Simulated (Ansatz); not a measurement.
## Te$_{2}$Mo: hydrostatic pressure series

These are results of DFT PBE, scalar-relativistic, plane waves, PAW in Ansatz, not measurements. (420 eV cutoff, 12×12×2 k-mesh, Gaussian smearing of 0.02 eV, no spin polarisation)

The relaxed crystal:

```
CELL_PARAMETERS angstrom
3.55666 0.00000 0.00000
-1.77833 3.08016 0.00000
0.00000 0.00000 15.33161
ATOMIC_POSITIONS crystal
Te 0.33333 0.66667 0.63207
Te 0.66667 0.33333 0.13207
Te 0.66667 0.33333 0.36793
Te 0.33333 0.66667 0.86793
Mo 0.33333 0.66667 0.25000
Mo 0.66667 0.33333 0.75000
```

Cell and atoms are relaxed at each pressure within the symmetry of the start, at zero temperature, so transitions that lower the symmetry aren't seen. The k-mesh given is that at zero pressure and may differ at others. a, b and c are the lengths of the cell vectors above. Gaps are Kohn–Sham gaps over the whole zone.

Spin-orbit coupling is left out, which matters for the bands and energies of heavy elements.

```
P (GPa) V (Å³/atom) V/V0  a (Å) b (Å) c (Å)
      0        27.99  1.000  3.557  3.557  15.332
      2        25.10  0.897  3.522  3.522  14.015
      5        23.63  0.844  3.478  3.478  13.536
     10        22.15  0.791  3.416  3.416  13.157
     20        20.26  0.724  3.321  3.321  12.722
     40        18.13  0.648  3.186  3.186  12.374
```

**Question.** What bulk modulus and pressure derivative fit these points?

**Answer.** A third-order Birch–Murnaghan fit gives B0 = 13 GPa and B0' = 12.2.

**Question.** Which cell vector or vectors give way most up to 40 GPa?

**Answer.** c: the changes are a -10.4 %, b -10.4 %, c -19.3 %.

**Question.** What does pressure do to the gap?

**Answer.** The gaps are 0.97 eV at 0 GPa, 0.71 eV at 2 GPa, 0.48 eV at 5 GPa, 0.15 eV at 10 GPa, metal at 20 GPa, metal at 40 GPa. It closes between 10 and 20 GPa.